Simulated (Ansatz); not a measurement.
## Structure optimisation: manganese, alpha-Mn (A12)

These are results of Ansatz, DFT, RPBE, plane waves (420 eV) with PAW, scalar-relativistic, not measurements. The PAW files were generated under PBE, with cores re-solved for the functional.

k-point mesh 3×3×3, Fermi-Dirac smearing 0.05 eV, starting moments 3.00, -2.50 ×4, 0.60 ×12, -0.60 ×12 μB. Cell and atoms relax.

Starting structure:

```cif
data_structure
_symmetry_space_group_name_H-M 'P 1'
_symmetry_Int_Tables_number 1
_cell_length_a 7.6210
_cell_length_b 7.6210
_cell_length_c 7.6210
_cell_angle_alpha 109.471
_cell_angle_beta 109.471
_cell_angle_gamma 109.471
_cell_volume 340.74
loop_
_atom_site_label
_atom_site_type_symbol
_atom_site_fract_x
_atom_site_fract_y
_atom_site_fract_z
_atom_site_occupancy
Mn1 Mn 0.36600 0.00000 0.00000 1
Mn2 Mn 0.60900 0.32300 0.00000 1
Mn3 Mn 0.60900 0.00000 0.32300 1
Mn4 Mn 0.81100 0.63300 0.00000 1
Mn5 Mn 0.81100 0.00000 0.63300 1
Mn6 Mn 0.82200 0.18900 0.18900 1
Mn7 Mn 0.00000 0.36600 0.00000 1
Mn8 Mn 0.32300 0.60900 0.00000 1
Mn9 Mn 0.00000 0.60900 0.32300 1
Mn10 Mn 0.63300 0.81100 0.00000 1
Mn11 Mn 0.00000 0.81100 0.63300 1
Mn12 Mn 0.18900 0.82200 0.18900 1
Mn13 Mn 0.00000 0.00000 0.36600 1
Mn14 Mn 0.00000 0.32300 0.60900 1
Mn15 Mn 0.32300 0.00000 0.60900 1
Mn16 Mn 0.00000 0.63300 0.81100 1
Mn17 Mn 0.63300 0.00000 0.81100 1
Mn18 Mn 0.18900 0.18900 0.82200 1
Mn19 Mn 0.00000 0.00000 0.00000 1
Mn20 Mn 0.63400 0.63400 0.63400 1
Mn21 Mn 0.39100 0.39100 0.71400 1
Mn22 Mn 0.71400 0.39100 0.39100 1
Mn23 Mn 0.39100 0.71400 0.39100 1
Mn24 Mn 0.67700 0.67700 0.28600 1
Mn25 Mn 0.28600 0.67700 0.67700 1
Mn26 Mn 0.67700 0.28600 0.67700 1
Mn27 Mn 0.36700 0.36700 0.17800 1
Mn28 Mn 0.17800 0.36700 0.36700 1
Mn29 Mn 0.36700 0.17800 0.36700 1
```

Question: What cell does the relaxation end in?

Answer: I-43m (spin ignored) with a = 8.709 Å; 11.39 Å³ per atom against 11.75 at the start (-3.1 %).

Question: How much energy does the relaxation gain?

Answer: 15.3 meV per atom.

Path of the relaxation (the plane waves are chosen anew near the end, which can shift the energy a little):

```csv
step,E − E(final) (meV/atom),V (Å³/atom),P (GPa),max force (eV/Å)
0,15.26,11.750,-5.52,0.682
1,4.73,11.518,-2.50,0.441
2,0.25,11.314,1.05,0.050
3,-0.21,11.392,-0.06,0.006
4,-0.21,11.388,0.01,0.001
5,0.00,11.388,0.02,0.001
```

Question: Which magnetic state does it end in?

Answer: ferrimagnetic, largest moment 3.16 μB in the atomic sphere; moments 3.16, -2.58 ×4, 0.69 ×12, -0.23 ×12 μB.
